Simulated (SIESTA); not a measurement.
The system is Ni.

```xyz
1
Lattice="0.0000 1.7376 1.7376 1.7376 0.0000 1.7376 1.7376 1.7376 0.0000" Properties=species:S:1:pos:R:3 pbc="T T T"
Ni    0.0000    0.0000    0.0000
```

Base run:

* Program: SIESTA 5.4.2
* Functional: PBE
* Potentials or basis: PseudoDojo 0.4 standard (PBE files)
* Basis: DZP (energy shift 0.003 Ry; two zetas on semicore shells)
* Grid cutoff: 800 Ry
* Energy shift: 0.003 Ry
* k mesh: 13 × 13 × 13
* Occupations: fermi-dirac, width 0.05 eV
* Spin: collinear spin, ferromagnetic start
* Starting moments: [1.0] μB

Its results: band gap on the k mesh none (metal or under the smearing width); pressure 8.4 GPa; net moment 0.63 μB per cell; site moments Ni +0.63 μB.

Task: The run is repeated on the same cell with these changes: functional from PBE to PBEsol; potentials or basis from PseudoDojo 0.4 standard (PBE files) to PseudoDojo 0.4 standard (PBEsol files). What comes out?

Result: Band gap on the k mesh none (metal or under the smearing width); pressure -2.2 GPa; net moment 0.63 μB per cell; site moments Ni +0.63 μB.

Caveats: short orbitals over semicore shells can move pressures by several GPa; the basis of atomic orbitals isn't converged, which shifts pressures, moduli and gaps.

Not every run made on this cell is shown here.
